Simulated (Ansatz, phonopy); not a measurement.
**How LiBr (Fm-3m) expands on warming**

Wanted: α(T), C_P(T) and B(T) of LiBr in the quasi-harmonic approximation.

What experiment has found for this phase:
- volume expansion coefficient 149.4 1e-6/K and heat capacity C_P per formula unit 48.9 J/mol/K near room temperature (given in “High-Throughput Prediction of Finite-Temperature Properties using the Quasi-Harmonic Approximation”, 2016, arXiv:1603.06924)
- volume expansion coefficient 146.7 1e-6/K near room temperature (given in “Descriptors for thermal expansion in solids”, 2017, arXiv:1701.03966)

Calculated with Ansatz 0.2.0; DFT PBE, scalar-relativistic, plane waves, PAW, in the first sound run; inputs show where later runs differ.

This is a report of a sequence of runs, with most program output left out.

## 1. The structure

The structure is cubic, space group Fm-3m (No. 225). Conventional cell: a = 5.501 Å, b = 5.501 Å, c = 5.501 Å, α = 90.00°, β = 90.00°, γ = 90.00°. Nearest to Li lie 6 Br at 2.75 Å. Br has 6 Li at 2.75 Å nearest. Farther neighbours and most contacts between anions are not listed.

## 2. Probe on a coarse mesh

Before spending time, one coarse run tells the gap and the pressure of the starting cell.

Input file input.yaml:

```yaml
crystal:
  lattice:
    - [0.0, 2.75065, 2.75065]
    - [2.75065, 0.0, 2.75065]
    - [2.75065, 2.75065, 0.0]
  atoms:
    - { symbol: Li, position: [0.0, 0.0, 0.0] }
    - { symbol: Br, position: [0.5, 0.5, 0.5] }
kpoints:
  mp_grid: { grid: [6, 6, 6] }
hamiltonian:
  xc: pbe
scf:
  occupations: { method: gaussian, width: 0.1 }
output:
  forces: true
  stress: true
  eigenvalues: true
```

Launch:

```console
ansatz run input.yaml --threads 4 --pin off --max-ram 16384MiB --backend cpu --events-out ev --progress --plain --runs-dir out
```

Run time: 0.23 s. Hardware: 4 threads of Intel Xeon Platinum 8375C at 2.90GHz (Ice Lake), shared host; peak memory 0.33 GiB.

Numbers from this step:

| Item | Value |
| --- | --- |
| pressure | 0.1431 GPa |
| gap on the k-mesh | 4.938 eV |
| volume per atom | 20.81 Å³ |

The start is under 0.14 GPa at this level and looks like an insulator or semiconductor on this mesh.

## 3. Finding the static equilibrium

The vibrations must be taken about the equilibrium of this functional, not about the starting cell, so the structure is relaxed.

input.yaml, the sections that differ from step 2:

```yaml
kpoints:
  mp_grid: { grid: [8, 8, 8] }
scf:
  occupations: { method: gaussian, width: 0.02 }
output:
  forces: true
  stress: true
  eigenvalues: true
  write_density: true
  write_potential: true
  elf: true
  volumetric_format: npy
relax:
  adjacent_minimum: "off"
  f_tol: 0.005
  max_steps: 80
  cell: { stress_tol: 0.05 }
# crystal, hamiltonian: as in step 2
```

Wall time 0.8 s (4 threads); peak memory 0.38 GiB; 2.4 s of CPU time.

Relaxation path:

```tsv
step	energy less that of the first step (eV)	largest force component (eV/Å)	pressure (GPa)	volume (Å³)
1	0.0000	0.0000	0.14	41.62
2	-0.0001	0.0000	0.00	41.84
3*	-0.0001	0.0000	0.00	41.84
```

Relaxation steps marked * repeat the geometry before them on a plane-wave basis chosen anew for their cell, so energy and pressure can jump there.

The run keeps the 48 symmetry operations that it works with, so distortions that break them were not tested.

```tsv
conventional cell, symmetrised	before	after	change
a (Å)	5.501	5.511	+0.2 %
b (Å)	5.501	5.511	+0.2 %
c (Å)	5.501	5.511	+0.2 %
volume (Å³/atom)	20.81	20.92	+0.5 %
```

Final coordinates:

```cif
data_structure
_symmetry_space_group_name_H-M 'P 1'
_symmetry_Int_Tables_number 1
_cell_length_a 3.8967
_cell_length_b 3.8967
_cell_length_c 3.8967
_cell_angle_alpha 60.000
_cell_angle_beta 60.000
_cell_angle_gamma 60.000
_cell_volume 41.84
loop_
_atom_site_label
_atom_site_type_symbol
_atom_site_fract_x
_atom_site_fract_y
_atom_site_fract_z
_atom_site_occupancy
Li1 Li 0.00000 0.00000 0.00000 1
Br2 Br 0.50000 0.50000 0.50000 1
```

Numbers from this step:

```yaml
pressure: 0.002202 GPa
gap_on_the_k_mesh: 4.915 eV
volume_per_atom: 20.92 Å³
```

Valence density in the ac plane of the conventional cell at fractional y = 0.000, with atoms of Li and Br within 0.2 Å of it. It is the smooth field of the valence electrons, not physical close to the nuclei.

Ten steps, logarithmic in the rise over the least value, from '_' (0.0 e/Å³) to '@' (7.1 e/Å³), each cell a mean:
```
%%++__..--++++==++++==::__::%%
--..____::==++++++++--..____::
________..::======--::________
::....____..::::::..______..::
====::..________________::--==
++++==::____..--::____..--++++
==++++--..__++%%##::__::==++++
--++++--....##@@%%--__::==++==
++++++--..__--##++..__::==++++
++++--..______..______..::==++
----::______......______..::--
....______..------::..______..
________::--++++++==::..______
**--__..--++++++++++==..__..++
@@**__..--++++--==++==::__--%%
```
Columns run along a (5.5 Å), rows up along c (5.5 Å), edges of the conventional cell, whose origin can differ from the input's. Atoms in or near the plane, at fractional coordinates: Li at (0.00, 0.00), Li at (0.50, 0.50), Br at (0.50, 0.00), Br at (0.00, 0.50).

Electrostatic potential energy in the ac plane of the conventional cell at fractional y = 0.000, with atoms of Li and Br within 0.2 Å of it. With pseudopotentials it is smooth inside the atoms' cores, unlike the true potential.

Ten even steps from '0' (-72 eV) to '9' (7 eV), each cell a mean:
```
579996100489986
789998534799998
999999988999999
999999999999999
899999999999998
368999888999974
027999756899840
016998645899830
138999767899951
689999989999986
999999999999999
999999999999999
999999867899999
689998312699987
469996100389975
```
Columns run along a (5.5 Å; values clipped at the 3rd and 97th percentile), rows up along c (5.5 Å), edges of the conventional cell, whose origin can differ from the input's. Atoms in or near the plane, at fractional coordinates: Li at (0.00, 0.00), Li at (0.50, 0.50), Br at (0.50, 0.00), Br at (0.00, 0.50).

ELF in the ac plane of the conventional cell at fractional y = 0.000, with atoms of Li and Br within 0.2 Å of it. It is the smooth field of the valence electrons, not physical close to the nuclei.

Ten even steps from '0' (0.33 × 1e-1) to '9' (9.80 × 1e-1), each cell a mean:
```
940488402786118
200268867874001
110037888751001
653003676410146
886300111001578
788620011004787
158730497116872
048840699117860
378730264016884
887510000003788
875101343200368
431015787630024
000157888863000
520378745885104
950488301786129
```
Columns run along a (5.5 Å), rows up along c (5.5 Å), edges of the conventional cell, whose origin can differ from the input's. Atoms in or near the plane, at fractional coordinates: Li at (0.00, 0.00), Li at (0.50, 0.50), Br at (0.50, 0.00), Br at (0.00, 0.50).

## 4. Tight relaxation

The thresholds are tightened for a last relaxation ahead of the phonons, and where mesh or smearing change with them the cell follows.

Input file input.yaml:

```yaml
crystal:
  lattice:
    - [0.0, 2.7554039701, 2.7554039701]
    - [2.7554039701, 0.0, 2.7554039701]
    - [2.7554039701, 2.7554039701, 0.0]
  atoms:
    - { symbol: Li, position: [0.0, 0.0, 0.0] }
    - { symbol: Br, position: [0.5, 0.5, 0.5] }
kpoints:
  mp_grid: { grid: [8, 8, 8] }
hamiltonian:
  xc: pbe
scf:
  occupations: { method: fixed }
output:
  forces: true
  stress: true
  eigenvalues: true
relax:
  adjacent_minimum: "off"
  f_tol: 0.001
  max_steps: 60
  cell: { stress_tol: 0.01 }
```

It took 0.58 s on 4 threads; peak memory 0.36 GiB.

Little changed from the start: no atom moved by 0.005 Å and no cell edge by 0.1 %.

This step gave:

* pressure: 0.002198 GPa

The residual pressure is 0.0022 GPa, small enough for phonons.

## 5. A new level, relaxed again

The functional, the potentials or the cutoff change, so the crystal is relaxed again at the new setting.

This step: DFT PBE+D3(BJ), scalar-relativistic, plane waves, PAW (Ansatz 0.2.0).

input.yaml, as its differences from that of step 4:

```diff
@@ -12,2 +12,3 @@
   xc: pbe
+  dispersion: d3bj
 scf:
```

Elapsed: 0.98 s, on 4 threads; peak memory 0.37 GiB.

Relaxation path:

```tsv
step	energy less that of the first step (eV)	largest force component (eV/Å)	pressure (GPa)	volume (Å³)
1	0.0000	0.0000	-1.91	41.84
2	-0.0187	0.0000	0.05	38.86
3	-0.0187	0.0000	-0.01	38.92
4*	-0.0185	0.0000	0.00	38.92
```

Relaxation steps marked * repeat the geometry before them on a plane-wave basis chosen anew for their cell, so energy and pressure can jump there.

The run keeps the 48 symmetry operations that it works with, so distortions that break them were not tested.

```tsv
conventional cell, symmetrised	before	after	change
a (Å)	5.511	5.380	-2.4 %
b (Å)	5.511	5.380	-2.4 %
c (Å)	5.511	5.380	-2.4 %
volume (Å³/atom)	20.92	19.46	-7.0 %
```

The relaxed structure:

```xyz
2
Lattice="0.0000 2.6899 2.6899 2.6899 0.0000 2.6899 2.6899 2.6899 0.0000" Properties=species:S:1:pos:R:3 pbc="T T T"
Li    0.0000    0.0000    0.0000
Br    2.6899    2.6899    2.6899
```

Numbers from this step:

```yaml
pressure: -0.002518 GPa
gap_on_the_k_mesh: 5.246 eV
volume_per_atom: 19.46 Å³
```

The residual pressure is -0.0025 GPa, small enough for phonons.

## 6. The quasi-harmonic study

The study relaxes the crystal at several strains, solves the phonons on some of them and minimises the free energy at each temperature (static energy, vibrations, the electrons in a metal, and PV under a set pressure); the q-mesh sets how far the force constants reach.

input.yaml, the sections that differ from step 5:

```yaml
crystal:
  lattice:
    - [0.0, 2.6898551527, 2.6898551527]
    - [2.6898551527, 0.0, 2.6898551527]
    - [2.6898551527, 2.6898551527, 0.0]
  atoms:
    - { symbol: Li, position: [0.0, 0.0, 0.0] }
    - { symbol: Br, position: [0.5, 0.5, 0.5] }
output:
  eigenvalues: true
phonons:
  method: dfpt
  qmesh: [4, 4, 4]
  temperatures: { t_max: 500.0, t_step: 25 }
  thermal_expansion: {}
# kpoints, hamiltonian, scf: as in step 5
# relax: removed
```

Elapsed: 4.5 min, on 4 threads; peak memory 0.89 GiB.

Numbers from this step:

```yaml
pressure: -0.003053 GPa
volume_expansion_coefficient_at_298_k: 178.5 1e-6/K
c_p_at_298_k: 26.35 J/mol-atom/K
entropy_at_298_k: 37.30 J/mol-atom/K
isothermal_bulk_modulus_at_298_k: 22.71 GPa
grueneisen_parameter_at_298_k: 2.103
volume_at_298_k: 20.42 Å³/atom
principal_linear_expansion_coefficients_at_298_k: 59.49, 59.49, 59.49 1e-6/K
```

Strained cells of the study; zero-point energy where phonons were solved; the pressures are stresses at a fixed cutoff and can carry an offset from the finite basis. Expansion cells, by row:

```tsv
cell	|a| (Å)	|b| (Å)	|c| (Å)	V (Å³/atom)	E - E_lowest (meV/atom)	pressure, compression positive (GPa)	gap (eV)	zero-point energy (meV/atom)
1	3.804	3.804	3.804	19.46	0	-0.011	5.246	-
2	3.834	3.834	3.834	19.93	1.06	-0.711	5.132	-
3	3.774	3.774	3.774	19	1.082	0.765	5.365	-
4	3.804	3.804	3.804	19.46	0	-0.015	5.245	30.27
5	3.823	3.823	3.823	19.76	0.426	-0.461	5.174	29.39
6	3.83	3.83	3.83	19.87	0.79	-0.618	5.148	29.06
7	3.856	3.856	3.856	20.28	3.074	-1.169	5.053	27.85
8	3.883	3.883	3.883	20.7	6.783	-1.671	4.962	26.64
9	3.909	3.909	3.909	21.13	11.85	-2.126	4.874	25.42
10	3.936	3.936	3.936	21.56	18.2	-2.538	4.789	24.19
11	3.766	3.766	3.766	18.89	1.692	0.969	5.395	-
12	3.785	3.785	3.785	19.18	0.41	0.461	5.319	-
13	3.968	3.968	3.968	22.08	27.16	-2.969	4.693	-
```

Quasi-harmonic; a, b, c are the run's own cell vectors. Expansion, by row:

```tsv
T (K)	a (Å)	b (Å)	c (Å)	alpha (deg)	beta (deg)	gamma (deg)	cell volume (Å³/cell)	alpha_a (1e-6/K)	alpha_b (1e-6/K)	alpha_c (1e-6/K)	alpha_V (1e-6/K)	C_P (J/mol-atom/K)	C_V (J/mol-atom/K)	S (J/mol-atom/K)	B_T (GPa)	B_S (GPa)	Grueneisen	extrapolation	fit error (1e-6/K)
0	3.824	3.824	3.824	60	60	60	39.55	0	0	0	0	0	0	0	29.3	29.3	-	0	0
25	3.824	3.824	3.824	60	60	60	39.55	3.7	3.7	3.7	11.09	2.433	2.432	0.792	29.27	29.29	1.59	0	0.01
50	3.825	3.825	3.825	60	60	60	39.58	13.58	13.58	13.58	40.75	8.517	8.488	4.379	29.1	29.2	1.665	0	0.02
75	3.827	3.827	3.827	60	60	60	39.63	23.34	23.34	23.34	70.03	13.4	13.28	8.805	28.74	29.02	1.809	0	0.02
100	3.83	3.83	3.83	60	60	60	39.72	30.96	30.96	30.96	92.89	16.91	16.62	13.17	28.26	28.76	1.889	0	0.03
125	3.833	3.833	3.833	60	60	60	39.82	36.6	36.6	36.6	109.8	19.37	18.87	17.23	27.71	28.45	1.933	0	0.03
150	3.837	3.837	3.837	60	60	60	39.93	40.94	40.94	40.94	122.8	21.14	20.4	20.92	27.11	28.09	1.963	0	0.03
175	3.841	3.841	3.841	60	60	60	40.06	44.49	44.49	44.49	133.5	22.45	21.45	24.28	26.47	27.7	1.987	0	0.05
200	3.845	3.845	3.845	60	60	60	40.2	47.61	47.61	47.61	142.8	23.48	22.2	27.35	25.8	27.28	2.009	0	0.06
225	3.85	3.85	3.85	60	60	60	40.35	50.54	50.54	50.54	151.6	24.33	22.75	30.17	25.08	26.82	2.031	0	0.08
250	3.855	3.855	3.855	60	60	60	40.51	53.45	53.45	53.45	160.3	25.07	23.16	32.77	24.32	26.32	2.054	0	0.09
275	3.86	3.86	3.86	60	60	60	40.67	56.47	56.47	56.47	169.4	25.75	23.47	35.19	23.51	25.79	2.078	0	0.09
298.1	3.865	3.865	3.865	60	60	60	40.84	59.49	59.49	59.49	178.5	26.35	23.7	37.3	22.71	25.25	2.103	0	0.08
300	3.866	3.866	3.866	60	60	60	40.85	59.74	59.74	59.74	179.2	26.4	23.71	37.46	22.64	25.21	2.105	0	0.08
325	3.872	3.872	3.872	60	60	60	41.04	63.4	63.4	63.4	190.2	27.06	23.91	39.6	21.71	24.57	2.135	0	0.08
350	3.878	3.878	3.878	60	60	60	41.24	67.65	67.65	67.65	202.9	27.77	24.06	41.63	20.69	23.88	2.167	0	0.13
375	3.885	3.885	3.885	60	60	60	41.46	72.72	72.72	72.72	218.2	28.55	24.19	43.57	19.58	23.11	2.205	0	0.23
400	3.892	3.892	3.892	60	60	60	41.7	79.01	79.01	79.01	237	29.47	24.29	45.44	18.35	22.26	2.248	0	0.36
425	3.9	3.9	3.9	60	60	60	41.96	87.14	87.14	87.14	261.4	30.6	24.38	47.26	16.96	21.29	2.298	0	0.45
450	3.909	3.909	3.909	60	60	60	42.25	98.29	98.29	98.29	294.9	32.11	24.45	49.05	15.38	20.19	2.359	0	0.3
475	3.92	3.92	3.92	60	60	60	42.58	114.9	114.9	114.9	344.6	34.29	24.52	50.84	13.51	18.9	2.435	0	1.11
500	3.932	3.932	3.932	60	60	60	42.99	143.2	143.2	143.2	429.5	37.96	24.57	52.68	11.21	17.32	2.537	0	7.73
```

Expansion coefficient against temperature; values in 1e-6/K:

```tsv
temperature (K)	volume	principal 1
0	0	0
25	11.1	3.7
50	40.8	13.6
75	70.0	23.3
100	92.9	31.0
125	110	36.6
150	123	40.9
175	133	44.5
200	143	47.6
225	152	50.5
250	160	53.5
275	169	56.5
298	178	59.5
300	179	59.7
325	190	63.4
350	203	67.7
375	218	72.7
400	237	79.0
425	261	87.1
450	295	98.3
475	345	115
500	430	143
```

At 298 K the volume expansion is 178 × 10⁻⁶/K and B_T is 22.7 GPa. The program raised the cutoff to 487.2 eV by itself: with no cutoff typed, the study takes about 1.16 times the default for its relaxations and scales it with the volume for the phonons.

## 7. Free-energy fit

This step: DFT PBE+D3(BJ), scalar-relativistic, plane waves, PAW (phonopy 4.10.0).

This step gave:

* volume expansion coefficient at 300 K: 181.2 1e-6/K
* isothermal bulk modulus at 300 K: 22.42 GPa
* C_P at 300 K: 26.45 J/mol-atom/K
* Grüneisen parameter at 300 K: 2.108

Energy (each curve on its own zero) against volume; values in meV/atom:

```tsv
volume (Å³/atom)	static	F at 0 K	F at 300 K	F at 500 K
19.464	0	2.73	7.73	12.5
19.758	0.43	2.27	5.81	9.13
19.867	0.79	2.3	5.3	8.08
20.278	3.07	3.38	4.22	4.95
20.697	6.78	5.88	4.39	2.93
21.125	11.8	9.72	5.69	1.9
21.562	18.2	14.8	7.99	1.65
```

Phonopy-qha, vinet fit of F(V) at each temperature. Qha vinet, by row:

```tsv
T (K)	fitted volume (Å³/atom)	alpha_V (1e-6/K)	B_T (GPa)	C_P (J/mol-atom/K)	Grueneisen
75	19.82	68.57	28.81	13.3	1.776
100	19.86	91.42	28.33	16.88	1.864
125	19.91	108.6	27.77	19.37	1.916
150	19.97	121.9	27.15	21.15	1.951
175	20.03	132.8	26.48	22.47	1.978
200	20.1	142.5	25.76	23.5	2.002
225	20.17	151.8	25	24.35	2.026
250	20.25	161	24.19	25.09	2.051
275	20.34	170.7	23.33	25.78	2.078
300	20.43	181.2	22.42	26.45	2.108
325	20.52	192.9	21.46	27.13	2.14
350	20.62	206.3	20.44	27.85	2.177
375	20.73	221.8	19.37	28.65	2.218
400	20.85	240.2	18.23	29.57	2.264
425	20.98	262.5	17.03	30.66	2.317
450	21.13	290	15.75	32	2.377
475	21.29	324.8	14.4	33.71	2.446
```

Table of volume expansion coefficient by temperature; values in 1e-6/K:

```tsv
temperature (K)	phonopy-qha, Vinet	Ansatz's own study
75	68.6	70.0
100	91.4	92.9
125	109	110
150	122	123
175	133	133
200	143	143
225	152	152
250	161	160
275	171	169
300	181	179
325	193	190
350	206	203
375	222	218
400	240	237
425	262	261
450	290	295
475	325	345
```

The fit gives a volume expansion of 181 × 10⁻⁶/K at 300 K, against 178 at 298 K from the study itself, whose static fit uses more cells.

## 8. Results

| Property | Result |
| --- | --- |
| settings of these figures | PBE+D3(BJ), 487.2 eV, k 8×8×8, q 4×4×4 |
| volume expansion coefficient at 298 K | 178.5 1e-6/K |
| C_P at 298 K | 26.35 J/mol-atom/K |
| entropy at 298 K | 37.30 J/mol-atom/K |
| isothermal bulk modulus at 298 K | 22.71 GPa |
| Grüneisen parameter at 298 K | 2.103 |
| volume at 298 K | 20.42 Å³/atom |
| principal linear expansion coefficients at 298 K | 59.49, 59.49, 59.49 1e-6/K |

Near room temperature LiBr expands by 178 × 10⁻⁶/K in volume by PBE+D3(BJ), with C_P = 26.4 J/(mol K) per mole of atoms and B_T = 22.7 GPa. Between 298.15 and 500 K the bulk modulus falls by 51 % and the Grüneisen parameter grows; in this range the quasi-harmonic approximation, which lacks anharmonicity at fixed volume, tends to overshoot. C_P at room temperature is 106 % of the classical 3R an atom; C_V is 95 %, and the rest is expansion work. A measured volume expansion coefficient near room temperature is 149.4 1e-6/K (arXiv:1603.06924); the calculated 178 1e-6/K differs by +19 %. A measured heat capacity per formula unit near room temperature is 48.9 J/mol/K (arXiv:1603.06924); the calculated 52.7 J/mol/K differs by +8 %. The dispersion term is taken with its C6 weights frozen at the crystal at rest, in the force constants and, in the expansion study, in the energies too. The cell of these runs is 6 % smaller in volume than the database cell; frequencies and all that rests on them shift with it.

[Logs are printed without paths, hosts, clocks, repeated set-up lines and the standing remarks that a program may print on its own settings, such as how far it seeks lower states.]

[Hosts, paths, dates, database ids (printed as entryN), source tags and the programs' standing remarks are cut or masked in the printed files.]

[A step with changed settings may run another functional than the one named; its input shows which.]
